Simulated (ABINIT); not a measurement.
# GaAs (F-43m) in ABINIT: notebook

The runs below take GaAs through single point, with r2SCAN.

Program: ABINIT 10.8.3 (patched build). These are calculated values, not measurements. Logs are shortened: lines on timing, memory, paths and dates and some standing lists are left out, and cuts for length are marked. The log counts tension as positive stress, the text compression.

**The experiment to reproduce.**

From “Evidence of valence band perturbations in GaAsN/GaAs(001): A combined variable-angle spectroscopic ellipsometry and modulated photoreflectance investigation”, 2008, arxiv:0805.2212, for a bulk crystal of GaAs at 300 K: band gap 1.418 ± 0.005 eV (direct).

How close the calculation comes is told below.

### 1 Starting point

It takes space group F-43m (No. 216, cubic). Conventional cell: a = 5.654 Å, b = 5.654 Å, c = 5.654 Å, α = 90.00°, β = 90.00°, γ = 90.00°. As (site symmetry -43m) is surrounded by 4 Ga at 2.45 Å. Ga (site symmetry -43m) is surrounded by 4 As at 2.45 Å.

### 2 Single point, r2SCAN

File run.abi:

```
# Pseudopotentials
pp_dirpath "./"
pseudos "As.upf, Ga.upf"

# Structure
acell 3.9977696088 3.9977696088 3.9977696088 Angstrom
rprim
     0.0000000000     0.7071067812     0.7071067812
     0.7071067812     0.0000000000     0.7071067812
     0.7071067812     0.7071067812     0.0000000000
ntypat 2
znucl 33 31
natom 2
typat 1 2
xcart
     8.0129584431     8.0129584431     8.0129584431
     0.0000000000     0.0000000000     0.0000000000

# Plane-wave basis
ecut 1469.414857 eV

# k points
kptopt 1
ngkpt 8 8 8
nshiftk 1
shiftk 0.0 0.0 0.0

# Exchange and correlation
ixc -497498
usekden 1
nc_xccc_gspace 1
boxcutmin 3.0

# Bands and occupations
nband 18
occopt 3
tsmear 0.05 eV

# SCF cycle
nstep 100
tolvrs 1.0e-9

# Output
iomode 3
prtwf 0
prteig 0
prtebands 0
enunit 1
prtden 1
prtvha 1
prtvclmb 1
prtpot 1
```

Potentials or basis: Ansatz NC r2SCAN.

Started as:

```sh
$ mpirun --bind-to none -np 4 abinit run.abi > log 2>&1
```

run.abo:

```text
[... set-up lines left out ...]
 ETOT  1  -115.25427286075    -1.153E+02 2.113E+00 6.324E+05
 ETOT  2  -160.25160532780    -4.500E+01 8.190E+00 4.274E+05
 ETOT  3  -168.03565101508    -7.784E+00 2.512E+00 1.681E+05
 ETOT  4  -169.37003335078    -1.334E+00 9.825E-01 1.042E+05
 ETOT  5  -170.42143297292    -1.051E+00 8.912E-02 4.736E+04
 ETOT  6  -170.67625662744    -2.548E-01 4.826E-02 3.292E+04
 ETOT  7  -170.90626970069    -2.300E-01 6.912E-03 1.947E+04
 ETOT  8  -171.07579743711    -1.695E-01 9.592E-03 1.022E+04
 ETOT  9  -171.13583125458    -6.003E-02 6.101E-03 7.103E+03
 ETOT 10  -171.27155800696    -1.357E-01 1.835E-02 9.249E+01
[... 5 lines left out ...]
 ETOT 16  -171.27309785176     4.127E-06 5.318E-04 5.025E+01
 ETOT 17  -171.27325218450    -1.543E-04 1.189E-03 4.661E+00
 ETOT 18  -171.27330097281    -4.879E-05 4.216E-04 6.256E-01
 ETOT 19  -171.27330759194    -6.619E-06 5.764E-04 1.763E-02
 ETOT 20  -171.27330787260    -2.807E-07 2.342E-04 6.308E-04
 ETOT 21  -171.27330788868    -1.608E-08 3.514E-04 3.762E-05
 ETOT 22  -171.27330789004    -1.359E-09 1.378E-04 3.482E-06
 ETOT 23  -171.27330789015    -1.087E-10 2.101E-04 7.279E-08
 ETOT 24  -171.27330789016    -1.199E-11 8.878E-05 2.525E-08
 ETOT 25  -171.27330789016     5.087E-12 1.267E-04 8.089E-10

 At SCF step   25       vres2   =  8.09E-10 < tolvrs=  1.00E-09 =>converged.

Result for kinetic energy density :

--------------------------------------------------------------------------------
 Total kinetic energy density [Ha/Bohr^3]
)     Maximum=    3.0084E+01  at reduced coord.    0.6875    0.7625    0.7625
)     Minimum=    1.1586E-03  at reduced coord.    0.2500    0.2500    0.2500
   Integrated=    1.4922E+02
--------------------------------------------------------------------------------

 Cartesian components of stress tensor (hartree/bohr^3)
  sigma(1 1)= -1.69513097E-05  sigma(3 2)=  0.00000000E+00
  sigma(2 2)= -1.69513097E-05  sigma(3 1)=  0.00000000E+00
  sigma(3 3)= -1.69513097E-05  sigma(2 1)=  0.00000000E+00

--- !ResultsGS
iteration_state: {dtset: 1, }
comment   : Summary of ground state results
lattice_vectors:
- [  0.0000000,   5.3419723,   5.3419723, ]
- [  5.3419723,   0.0000000,   5.3419723, ]
- [  5.3419723,   5.3419723,   0.0000000, ]
lattice_lengths: [   7.55469,    7.55469,    7.55469, ]
lattice_angles: [ 60.000,  60.000,  60.000, ] # degrees, (23, 13, 12)
lattice_volume:   3.0488418E+02
convergence: {deltae:  5.087E-12, res2:  8.089E-10, residm:  1.267E-04, diffor: null, }
etotal    :  -1.71273308E+02
entropy   :   0.00000000E+00
fermie    :   1.39481269E-01
cartesian_stress_tensor: # hartree/bohr^3
- [ -1.69513097E-05,   0.00000000E+00,   0.00000000E+00, ]
- [  0.00000000E+00,  -1.69513097E-05,   0.00000000E+00, ]
- [  0.00000000E+00,   0.00000000E+00,  -1.69513097E-05, ]
pressure_GPa:   4.9872E-01
xred      :
- [  7.5000E-01,   7.5000E-01,   7.5000E-01, As]
- [ -5.2390E-10,  -5.2390E-10,  -5.2390E-10, Ga]
cartesian_forces: # hartree/bohr
- [ -0.00000000E+00,  -0.00000000E+00,  -0.00000000E+00, ]
- [ -0.00000000E+00,  -0.00000000E+00,  -0.00000000E+00, ]
force_length_stats: {min:   0.00000000E+00, max:   0.00000000E+00, mean:   0.00000000E+00, }
...

 Integrated electronic density in atomic spheres:
 ------------------------------------------------
 Atom  Sphere_radius  Integrated_density
    1        2.00000         12.38246687
    2        2.00000         10.80660823
================================================================================

 ----iterations are completed or convergence reached----

 Mean square residual over all n,k,spin=   48.705E-08; max=  12.670E-05
 reduced coordinates (array xred) for    2 atoms
       0.749999999476      0.749999999476      0.749999999476
      -0.000000000524     -0.000000000524     -0.000000000524
 rms dE/dt=  0.0000E+00; max dE/dt=  0.0000E+00; dE/dt below (all hartree)
    1       0.000000000000      0.000000000000      0.000000000000
    2       0.000000000000      0.000000000000      0.000000000000

 cartesian coordinates (angstrom) at end:
    1      4.24027499712465     4.24027499712465     4.24027499712465
    2     -0.00000000296197    -0.00000000296197    -0.00000000296197

 cartesian forces (hartree/bohr) at end:
    1     -0.00000000000000    -0.00000000000000    -0.00000000000000
    2     -0.00000000000000    -0.00000000000000    -0.00000000000000
 frms,max,avg= 0.0000000E+00 0.0000000E+00   0.000E+00  0.000E+00  0.000E+00 h/b

 cartesian forces (eV/Angstrom) at end:
    1     -0.00000000000000    -0.00000000000000    -0.00000000000000
    2     -0.00000000000000    -0.00000000000000    -0.00000000000000
 frms,max,avg= 0.0000000E+00 0.0000000E+00   0.000E+00  0.000E+00  0.000E+00 e/A
 length scales=  7.554689675109  7.554689675109  7.554689675109 bohr
              =  3.997769608800  3.997769608800  3.997769608800 angstroms
 Fermi (or HOMO) energy (eV) =   3.79548   Average Vxc (eV)= -10.61702
 Eigenvalues (   eV  ) for nkpt=  29  k points:
 kpt#   1, nband= 18, wtk=  0.00195, kpt=  0.0000  0.0000  0.0000 (reduced coord)
 -32.64278  -32.64278  -32.64278  -32.63116  -32.63116  -11.94603  -11.94603  -11.94603
 -11.86093  -11.86093   -9.94595    3.25814    3.25814    3.25814    4.27542    7.30846
   7.30846    7.30846
 prteigrs : prtvol=0 or 1, do not print more k-points.

--- !EnergyTerms
iteration_state     : {dtset: 1, }
comment             : Components of total free energy in Hartree
kinetic             :  1.49216205508768E+02
hartree             :  6.03026654018839E+01
xc                  : -2.95778195669759E+01
Ewald energy        : -9.91764168196967E+01
psp_core            :  5.26402756542214E+00
local_psp           : -1.48306680239715E+02
non_local_psp       : -1.08995289728791E+02
internal            : -1.71273307879105E+02
'-kT*entropy'       : -1.10516775503983E-08
total_energy        : -1.71273307890156E+02
total_energy_eV     : -4.66058413462587E+03
band_energy         : -1.70145669678176E+01
...

 Cartesian components of stress tensor (hartree/bohr^3)
  sigma(1 1)= -1.69513097E-05  sigma(3 2)=  0.00000000E+00
  sigma(2 2)= -1.69513097E-05  sigma(3 1)=  0.00000000E+00
  sigma(3 3)= -1.69513097E-05  sigma(2 1)=  0.00000000E+00

-Cartesian components of stress tensor (GPa)         [Pressure=  4.9872E-01 GPa]
- sigma(1 1)= -4.98724750E-01  sigma(3 2)=  0.00000000E+00
- sigma(2 2)= -4.98724750E-01  sigma(3 1)=  0.00000000E+00
- sigma(3 3)= -4.98724750E-01  sigma(2 1)=  0.00000000E+00

== END DATASET(S) ==============================================================
================================================================================

 -outvars: echo values of variables after computation  --------
            acell      7.5546896751E+00  7.5546896751E+00  7.5546896751E+00 Bohr
           etotal     -1.7127330789E+02
            fcart     -0.0000000000E+00 -0.0000000000E+00 -0.0000000000E+00
                      -0.0000000000E+00 -0.0000000000E+00 -0.0000000000E+00
            rprim      0.0000000000E+00  7.0710678120E-01  7.0710678120E-01
                       7.0710678120E-01  0.0000000000E+00  7.0710678120E-01
                       7.0710678120E-01  7.0710678120E-01  0.0000000000E+00
           strten     -1.6951309724E-05 -1.6951309724E-05 -1.6951309724E-05
                       0.0000000000E+00  0.0000000000E+00  0.0000000000E+00
           xangst      4.2402749971E+00  4.2402749971E+00  4.2402749971E+00
                      -2.9619748803E-09 -2.9619748803E-09 -2.9619748803E-09
             xred      7.4999999948E-01  7.4999999948E-01  7.4999999948E-01
                      -5.2390025651E-10 -5.2390025651E-10 -5.2390025651E-10
 Calculation completed.
```

It took 11 min on 4 MPI ranks of Intel Xeon Platinum 8375C at 2.90GHz (Ice Lake), shared host; peak memory 1.2 GiB.

Results:

| Quantity | Value |
| --- | --- |
| Free energy | -4660.5841 eV |
| Pressure | 0.5 GPa |
| Band gap on the k mesh | 1.02 eV, direct |
| Valence electrons inside the program's atomic spheres | As 12.38; Ga 10.81 |

### 3 Single point, r2SCAN

run.abi: that of step 2 with these lines changed.

```diff
@@ -2,3 +2,3 @@
 pp_dirpath "./"
-pseudos "As.upf, Ga.upf"
+pseudos "As_ONCV_PBE-1.2.upf, Ga_ONCV_PBE-1.2.upf"
 
@@ -19,3 +19,3 @@
 # Plane-wave basis
-ecut 1469.414857 eV
+ecut 2013.642582 eV
 
@@ -30,7 +30,5 @@
 usekden 1
-nc_xccc_gspace 1
-boxcutmin 3.0
 
 # Bands and occupations
-nband 18
+nband 13
 occopt 3
@@ -52 +50,2 @@
 prtpot 1
+prtelf 1
```

Potentials or basis: SG15 NC PBE v1.2.

Started as:

```sh
$ mpirun --bind-to none -np 4 abinit run.abi > log 2>&1
```

run.abo:

```text
.Version 10.8.3 of ABINIT
 Symmetries : space group F-4 3 m (#216); Bravais cF (face-center cubic)
================================================================================
 Values of the parameters that define the memory need of the present run
     intxc =       0    ionmov =       0      iscf =       7    lmnmax =       6
     lnmax =       6     mgfft =      60  mpssoang =       3    mqgrid =    3001
     natom =       2  nloc_mem =       1    nspden =       1   nspinor =       1
    nsppol =       1      nsym =      24    n1xccc =       0    ntypat =       2
    occopt =       3   xclevel =       2
       mpw =        9315          nfft =      216000          nkpt =          29
================================================================================
================================================================================

--------------------------------------------------------------------------------
------------- Echo of variables that govern the present computation ------------
[... 216 lines left out ...]
- sigma(3 3)= -3.35075072E-01  sigma(2 1)=  0.00000000E+00

== END DATASET(S) ==============================================================
================================================================================

 -outvars: echo values of variables after computation  --------
            acell      7.5546896751E+00  7.5546896751E+00  7.5546896751E+00 Bohr
           etotal     -7.1424674425E+01
            fcart     -1.9689629249E-30  1.1813777550E-30  3.9379258498E-31
                       1.9689629249E-30 -1.1813777550E-30 -3.9379258498E-31
            rprim      0.0000000000E+00  7.0710678120E-01  7.0710678120E-01
                       7.0710678120E-01  0.0000000000E+00  7.0710678120E-01
                       7.0710678120E-01  7.0710678120E-01  0.0000000000E+00
           strten     -1.1388970226E-05 -1.1388970226E-05 -1.1388970226E-05
                       0.0000000000E+00  0.0000000000E+00  0.0000000000E+00
           xangst      4.2402749971E+00  4.2402749971E+00  4.2402749971E+00
                      -2.9619748803E-09 -2.9619748803E-09 -2.9619748803E-09
             xred      7.4999999948E-01  7.4999999948E-01  7.4999999948E-01
                      -5.2390025651E-10 -5.2390025651E-10 -5.2390025651E-10
 Calculation completed.
```

Wall time 1.9 min (4 MPI ranks of Intel Xeon Platinum 8375C at 2.90GHz (Ice Lake), shared host); peak memory 0.64 GiB.

Results:

* Free energy: -1943.5644 eV
* Pressure: 0.3 GPa
* Band gap on the k mesh: 0.59 eV, direct
* Valence electrons inside the program's atomic spheres: As 2.44; Ga 10.84

Caveat: the potentials were made for another functional, which shifts forces and pressure. r2SCAN opens gaps a little over a GGA but as a rule still falls short of measured ones.

### 4 Single point, r2SCAN

run.abi: that of step 3 with these lines changed.

```diff
@@ -2,3 +2,3 @@
 pp_dirpath "./"
-pseudos "As_ONCV_PBE-1.2.upf, Ga_ONCV_PBE-1.2.upf"
+pseudos "As.upf, Ga.upf"
 
@@ -19,3 +19,3 @@
 # Plane-wave basis
-ecut 2013.642582 eV
+ecut 1360.569312 eV
 
@@ -30,5 +30,7 @@
 usekden 1
+nc_xccc_gspace 1
+boxcutmin 3.0
 
 # Bands and occupations
-nband 13
+nband 18
 occopt 3
@@ -50,2 +52 @@
 prtpot 1
-prtelf 1
```

Potentials or basis: PseudoDojo NC SR PBE v0.4.1 standard.

Started as:

```sh
$ mpirun --bind-to none -np 4 abinit run.abi > log 2>&1
```

Run time: 4.5 min. Hardware: 4 MPI ranks of Intel Xeon Platinum 8375C at 2.90GHz (Ice Lake), shared host; peak memory 1 GiB.

Results (log left out):

- Free energy: -5032.0212 eV
- Pressure: -0.5 GPa
- Band gap on the k mesh: 0.71 eV, direct
- Valence electrons inside the program's atomic spheres: As 12.41; Ga 10.83

Levels at points of the mesh, in eV from the valence-band top:
| k point | band 12 | band 13 | band 14 | band 15 | band 16 | band 17 |
| --- | --- | --- | --- | --- | --- | --- |
| (0.00, 0.00, 0.00) | 0.00 | 0.00 | 0.00 | 0.71 | 4.07 | 4.07 |
| (0.50, 0.00, 0.00) | -6.84 | -1.19 | -1.19 | 1.24 | 5.06 | 5.06 |
| (0.50, 0.50, 0.00) | -7.04 | -2.77 | -2.77 | 1.81 | 1.97 | 10.77 |

Caveat: a meta-GGA on potentials with a model core is unreliable; the potentials were made for another functional, which shifts forces and pressure.

### 5 The runs side by side

```tsv
potentials or basis	cutoff (eV)	gap on the mesh (eV)	pressure (GPa)
Ansatz NC r2SCAN	1469	1.02	0.5
SG15 NC PBE v1.2	2014	0.59	0.3
PseudoDojo NC SR PBE v0.4.1 standard	1361	0.71	-0.5
```

Alike in all rows: task single point; level r2SCAN; no spin polarisation; cell as given; k mesh 8 × 8 × 8; smearing fermi-dirac 0.05 eV.

Caveats: the potentials were made for another functional, which shifts forces and pressure (some runs); a meta-GGA on potentials with a model core is unreliable (some runs).

Total energies depend on the potentials used, so only differences within one code and one set of settings carry meaning.

### 6 How close it comes

Step 2. Against the measured gap of GaAs, 1.418 eV (direct; 300 K; “Evidence of valence band perturbations in GaAsN/GaAs(001): A combined variable-angle spectroscopic ellipsometry and modulated photoreflectance investigation”, 2008, arxiv:0805.2212), the calculated 1.02 eV is off by -0.40 eV. 3 values of this kind are on record (1.412 to 1.51 eV); this one was drawn at random among those near their median, those with a stated uncertainty first. Spin-orbit coupling on As, Ga is left out. The value is that of r2SCAN on a finite k mesh, which can miss the band edges, without temperature or zero-point motion.
